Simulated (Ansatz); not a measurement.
The system is KCl (Sylvite).

```
K Cl
1.0
     0.00000    3.14647    3.14647
     3.14647    0.00000    3.14647
     3.14647    3.14647    0.00000
K Cl
1 1
Direct
  0.00000 0.00000 0.00000
  0.50000 0.50000 0.50000
```

Base run:

* Program: Ansatz 0.2.0
* Functional: r2SCAN
* Potentials or basis: Ansatz PAW
* Cutoff: 500 eV
* Density cutoff: 2000 eV
* k mesh: 7 × 7 × 7
* Occupations: fermi-dirac, width 0.05 eV
* Spin: no spin polarisation

Its results: band gap on the k mesh 5.83 eV, direct; pressure 0.0 GPa.

Task: The run is repeated on the same cell with these changes: functional from r2SCAN to PBE; cutoff from 500 eV to 420 eV; density cutoff from 2000 eV to 1680 eV. What comes out?

Result: Band gap on the k mesh 5.19 eV, direct; pressure 0.8 GPa.

r2SCAN gives the wider gap, since meta-GGAs in the generalised Kohn-Sham scheme recover part of the derivative discontinuity.

Caveats: the PAW data sets come from PBE, with cores solved anew for the run's functional, which leaves a small shift of forces and pressure (some runs).

Not every run made on this cell is shown here.
